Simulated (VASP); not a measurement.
# AlN: relaxed cell and band gap, by functional

AlN, P6_3mc (no. 186), 4 atoms in the cell.

| Functional | Volume (Å³/atom) | Change from the starting volume (fraction) | Gap, path and mesh (eV) | Time (s) |
|---|---|---|---|---|
| MVS (libxc) | 10.11 | -0.033 | 5.48 | 234 |
| M11-L (libxc) | 9.69 | -0.072 | 5.54 | 271 |
| HLE17 (libxc) | 9.11 | -0.128 | 6.10 | 334 |
| r2SCAN (libxc) | 10.39 | -0.006 | 4.93 | 241 |

## Input of the first row

INCAR.step1:
```
PREC     = Accurate       # precision mode
ENCUT    = 600            # plane-wave cutoff, eV
EDIFF    = 1E-5           # SCF threshold, eV
ISMEAR   = 0              # smearing method
SIGMA    = 0.02           # smearing width, eV
LREAL    = False          # projectors in reciprocal space
LASPH    = True           # aspherical terms in the spheres
GGA_COMPAT= False        
ALGO     = Normal         # electronic algorithm
NELM     = 150            # most SCF steps
ISIF     = 2              # what is computed and relaxed
LWAVE    = True           # write WAVECAR
LCHARG   = False          # write CHGCAR
GGA      = PE             # functional
KPAR     = 4             
```

INCAR.step2, as INCAR.step1 but for:
```
- EDIFF = 1E-5
- ISIF = 2
- LWAVE = True
- GGA = PE
+ EDIFF = 1E-7
+ ISIF = 3
+ LWAVE = False
+ METAGGA = LIBXC
+ LIBXC1 = MGGA_X_MVS
+ LIBXC2 = GGA_C_REGTPSS
+ LMIXTAU = True
+ IBRION = 2
+ EDIFFG = -0.005
+ NSW = 60
+ ISTART = 1
```

INCAR.step3, as INCAR.step2 but for:
```
- NSW = 60
- ISTART = 1
+ NSW = 40
```

INCAR.step4, as INCAR.step3 but for:
```
- ISIF = 3
- IBRION = 2
- EDIFFG = -0.005
- NSW = 40
+ ISIF = 2
+ NBANDS = 16
```

KPOINTS:
```
k-points
0
Gamma
  8 8 4
```

KPOINTS_OPT:
```
path GMKGALHA,LM,KH
8
line-mode
reciprocal
 0.0000000000  0.0000000000  0.0000000000  G
 0.5000000000  0.0000000000  0.0000000000  M

 0.5000000000  0.0000000000  0.0000000000  M
 0.3333333333  0.3333333333  0.0000000000  K

 0.3333333333  0.3333333333  0.0000000000  K
 0.0000000000  0.0000000000  0.0000000000  G

 0.0000000000  0.0000000000  0.0000000000  G
 0.0000000000  0.0000000000  0.5000000000  A

 0.0000000000  0.0000000000  0.5000000000  A
 0.5000000000  0.0000000000  0.5000000000  L

 0.5000000000  0.0000000000  0.5000000000  L
 0.3333333333  0.3333333333  0.5000000000  H

 0.3333333333  0.3333333333  0.5000000000  H
 0.0000000000  0.0000000000  0.5000000000  A

 0.5000000000  0.0000000000  0.5000000000  L
 0.5000000000  0.0000000000  0.0000000000  M

 0.3333333333  0.3333333333  0.0000000000  K
 0.3333333333  0.3333333333  0.5000000000  H
```

POSCAR.step1:
```
AlN
1.0
    3.1130000000      0.0000000000      0.0000000000
   -1.5565000000      2.6959370820      0.0000000000
    0.0000000000      0.0000000000      4.9810000000
Al N
2 2
Direct
    0.6666666667      0.3333333333      0.5000000000
    0.3333333333      0.6666666667      0.0000000000
    0.6666666667      0.3333333333      0.8800000000
    0.3333333333      0.6666666667      0.3800000000
```

Commands (each step's output is kept before the next begins):
```
cat potpaw_PBE.64/Al/POTCAR potpaw_PBE.64/N/POTCAR > POTCAR
cp INCAR.step1 INCAR
cp POSCAR.step1 POSCAR
mpirun -np 4 vasp_std > vasp.out
cp INCAR.step2 INCAR
mpirun -np 4 vasp_std > vasp.out
cp CONTCAR POSCAR
rm WAVECAR CHG
cp INCAR.step3 INCAR
mpirun -np 4 vasp_std > vasp.out
cp CONTCAR POSCAR
rm WAVECAR CHG
cp INCAR.step4 INCAR
mpirun -np 4 vasp_std > vasp.out
```

Changes of the last row against the first:
```
- LIBXC1 = MGGA_X_MVS
- LIBXC2 = GGA_C_REGTPSS
+ LIBXC1 = MGGA_X_R2SCAN
+ LIBXC2 = MGGA_C_R2SCAN
```

VASP 6.6.1 took 234 s on 4 cores (Intel Xeon Platinum 8375C @ 2.90GHz (Ice Lake)), a shared host.
